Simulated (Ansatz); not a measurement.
**C: a faulty run and its cure**

The input below was meant for crystalline C, with r2SCAN, plane waves and PAW in Ansatz.

```yaml
crystal:
  lattice:
    - [1.22804797, -2.12706182, 0.0]
    - [1.22804797, 2.12706182, 0.0]
    - [0.0, 0.0, 7.17326776]
  atoms:
    - { symbol: C, position: [0.08337946, 0.91662054, 0.7531376] }
    - { symbol: C, position: [0.58337946, 0.41662054, 0.2468624] }
    - { symbol: C, position: [0.91662054, 0.08337946, 0.2468624] }
    - { symbol: C, position: [0.41662054, 0.58337946, 0.7531376] }
basis:
  ecutwfc: 500
kpoints:
  mp_grid: { grid: [18, 18, 6] }
hamiltonian:
  xc: r2scan
scf:
  occupations: { method: gaussian, width: 0.1 }
output:
  forces: true
  stress: true
  eigenvalues: true
magnetization:
  spin_orbit: true
```

Command:

```bash
ansatz run input.yaml --threads 1 --pin off --max-ram 2560MiB --backend cpu --events-out ev --progress --plain --runs-dir out
```

The program printed:

```text
Error: inconsistent input (magnetization.spin_orbit, magnetization.noncollinear): true requires noncollinear: true — spin–orbit coupling acts on 2-spinor wavefunctions; set both flags
```

Problem. Why did this happen?

Solution. The fault is spin-orbit coupling without non-collinear spin. The coupling acts on two-component spinors. The cure is the spin-orbit key removed, as no coupling was intended (to keep it, non-collinear spin must be switched on).

The change to the input:

```diff
-magnetization:
-  spin_orbit: true
```

The mended run converges, with a pressure of -0.12 GPa, a largest force of 0.023 eV/Å, a gap on the mesh of 0.03 eV.

Time of the mended run: 11 s on 1 thread of Intel(R) Xeon(R) 6975P-C (Granite Rapids), on a shared host, peak memory 0.55 GiB.

This form isn't the element's structure at ambient conditions.